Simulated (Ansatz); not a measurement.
# Na3B: the cost of one run

Method: DFT PBE, scalar-relativistic, plane waves, PAW, in Ansatz 0.2.0.

1 further run of the same task is left out (it didn't finish).

## Step 1: The structure to begin with

It takes space group Pm-3m (No. 221, cubic). The conventional cell has a = 4.426 Å, b = 4.426 Å, c = 4.426 Å, α = 90.00°, β = 90.00°, γ = 90.00°. Around Na (site symmetry 4/mmm) lie 2 B at 2.21 Å. B (site symmetry m-3m) has 6 Na at 2.21 Å as nearest neighbours.

Coordinates:

```cif
data_structure
_symmetry_space_group_name_H-M 'P 1'
_symmetry_Int_Tables_number 1
_cell_length_a 4.4256
_cell_length_b 4.4256
_cell_length_c 4.4256
_cell_angle_alpha 90.000
_cell_angle_beta 90.000
_cell_angle_gamma 90.000
_cell_volume 86.68
loop_
_atom_site_label
_atom_site_type_symbol
_atom_site_fract_x
_atom_site_fract_y
_atom_site_fract_z
_atom_site_occupancy
Na1 Na 0.50000 0.00000 0.00000 1
Na2 Na 0.00000 0.50000 0.00000 1
Na3 Na 0.00000 0.00000 0.50000 1
B1 B 0.00000 0.00000 0.00000 1
```

This is candidate A: anti-ReO3 type (Pm-3m, No. 221).

(A quick probe on a coarse mesh, which set the mesh and smearing, is not shown.)

## Step 3: A loose first relaxation (candidate A)

input.yaml

```yaml
crystal:
  lattice:
    - [4.4255561166, 0.0, 0.0]
    - [0.0, 4.4255561166, 0.0]
    - [0.0, 0.0, 4.4255561166]
  atoms:
    - { symbol: Na, position: [0.5, 0.0, 0.0] }
    - { symbol: Na, position: [0.0, 0.5, 0.0] }
    - { symbol: Na, position: [0.0, 0.0, 0.5] }
    - { symbol: B, position: [0.0, 0.0, 0.0] }
basis:
  ecutwfc: 420
kpoints:
  mp_grid: { grid: [4, 4, 4] }
hamiltonian:
  xc: pbe
scf:
  occupations: { method: gaussian, width: 0.1 }
  lower_state_search: "off"
output:
  forces: true
  stress: true
  eigenvalues: true
relax:
  adjacent_minimum: "off"
  f_tol: 0.04
  max_steps: 70
  cell: { stress_tol: 0.4 }
```

The run is started by

```
> ansatz run input.yaml --threads 1 --pin off --max-ram 2560MiB --backend cpu --events-out ev --progress --plain --runs-dir out
```

Q: Estimate wall time and peak memory on 1 thread of Intel Xeon Platinum 8375C at 2.90GHz (Ice Lake), shared host.

About 12 s, with a peak of 0.4 GiB.
